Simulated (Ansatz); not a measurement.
## Au: pressure and energy change per atom against volume scale

All results are calculated (Ansatz 0.2.0). Plane-wave DFT, scalar-relativistic PAW made under PBE with cores redone for the functional, no dispersion; the given relaxed cell is scaled uniformly, energy at zero smearing counts from the unscaled cell, pressure at the given Fermi-Dirac smearing is positive in compression.

The cell before it is scaled or strained (space group Fd-3m, No. 227):
```
cell vectors (Å)
   0.0000     3.1161     3.1161
   3.1161     0.0000     3.1161
   3.1161     3.1161     0.0000
atoms (fractions of the cell vectors)
Au  0.12500  0.12500  0.12500
Au  0.87500  0.87500  0.87500
```

Settings of every row: spin polarised no; functional revPBE; wave cutoff 420 eV; smearing width 0.1 eV; k mesh 14x14x14.

Atom starting moment: 0 on all atoms.

Limits: no spin-orbit coupling, which can matter with elements this heavy; the cell comes from a prototype or a list of computed structures and needn't be the stable phase.

```
row  volume scale  V (Å³/atom)  pressure (GPa)  energy change per atom (meV)
  1          0.88       26.627            8.44                         84.05
  2          0.92       27.837            4.86                         34.36
  3          0.96       29.047            2.14                          8.24
  4          1.04       31.468           -1.48                          5.34
  5          1.08       32.678               ?                             ?
  6          1.12       33.888           -3.54                         44.41
```

Question: what pressure and energy change per atom should row 5 give?

Worked fit of pressure. Take u = (V_r/V)^(2/3) − 1 with V_r = 29.047 Å³ an atom, which is twice the finite (Eulerian) strain; such expansions in the strain, on which the Birch-Murnaghan equation of state is built, carry the rest volume and the bulk modulus. The shown rows have u = 0.05971, 0.02877, 0, -0.05197, -0.09766. Least squares give pressure = 2.169 + 86.85 × u + 293.9 × u² GPa; a straight line predicts inner rows, each left out in turn, worse (root mean square 0.83 against 0.093 GPa). The rows lie off it by 0.04, -0.05, -0.03, 0.07, -0.03 (root mean square 0.046 GPa). The withheld row has u = -0.07552, so the fit gives 2.169 + 86.85 × (-0.07552) + 293.9 × (-0.07552)² = -2.71 GPa.

The calculation gave -2.66 GPa. The fit lies 0.05 GPa (1.9 % of the value, 0.42 % of the column's range) below it; its largest miss of a shown row is 0.07 GPa.

Worked fit of energy change per atom. Take u = (V_r/V)^(2/3) − 1 with V_r = 29.047 Å³ an atom, which is twice the finite (Eulerian) strain; such expansions in the strain, on which the Birch-Murnaghan equation of state is built, carry the rest volume and the bulk modulus. The shown rows have u = 0.05971, 0.02877, 0, -0.05197, -0.09766. Least squares give energy change per atom = 8.85 + 631.91 × u + 10269.2 × u² meV; a straight line predicts inner rows, each left out in turn, worse (root mean square 29 against 2.1 meV). The rows lie off it by 0.86, -1.17, -0.61, 1.59, -0.67 (root mean square 1 meV). The withheld row has u = -0.07552, so the fit gives 8.85 + 631.91 × (-0.07552) + 10269.2 × (-0.07552)² = 19.70 meV.

The calculation gave 21 meV. The fit lies 1.30 meV (6.2 % of the value, 1.7 % of the column's range) below it; its largest miss of a shown row is 1.59 meV.
